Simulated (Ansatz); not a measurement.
Reactions of C$_{2}$H$_{6}$AlBO, SMILES `[AlH2][O]B1CC1`.

Calculated with Ansatz (gas phase, PBE0-D4/def2-TZVP geometries, no zero-point term in ΔE). CCSD(T)/CBS adds triple-zeta CCSD(T) − MP2 to the extrapolated MP2 energy (def2 sets, frozen cores). This one scheme is used for every species. DFT in def2-TZVPP. def2 core potentials past Kr. For As, Se, Sn outer-core shells are correlated without core-valence functions, which leaves a few kJ/mol of doubt a bond. Scalar relativity is left out up to krypton. Each species was taken in one conformer, which may not be the lowest.

```tsv
reaction	r2SCAN-D4 (kJ/mol)	CCSD(T)/CBS(def2) (kJ/mol)
`[AlH2][O]B1CC1` + `CCl` → `[AlH2][CH2]Cl` + `OB1CC1`	157	156
`[AlH2][O]B1CC1` + `[CH3][SnH2][CH3]` → `CB1CC1` + `[CH3][SnH2][O][AlH2]`	62	63
`[AlH2][O]B1CC1` + `C=C(N)[SiH3]` → `C=C([SiH3])[NH][AlH2]` + `OB1CC1`	45	44
`[AlH2][O]B1CC1` + `CCCS` → `CCC[S][AlH2]` + `OB1CC1`	26	28
`[AlH2][O]B1CC1` + `C[AsH][AlH2]` → `C[AsH]B1CC1` + `[AlH2][O][AlH2]`	-16	-19
`[AlH2][O]B1CC1` + `N=C[SeH]` → `[AlH2]/[N]=C\[SeH]` + `OB1CC1`	39	47
`[AlH2][O]B1CC1` + CH₄ → `CB1CC1` + `[OH][AlH2]`	125	123
`[AlH2][O]B1CC1` + `C1N[SiH2]1` → `[AlH2][N]1C[SiH2]1` + `OB1CC1`	29	28
```

Largest T1 diagnostic: 0.013, for `[CH3][SnH2][O][AlH2]`.
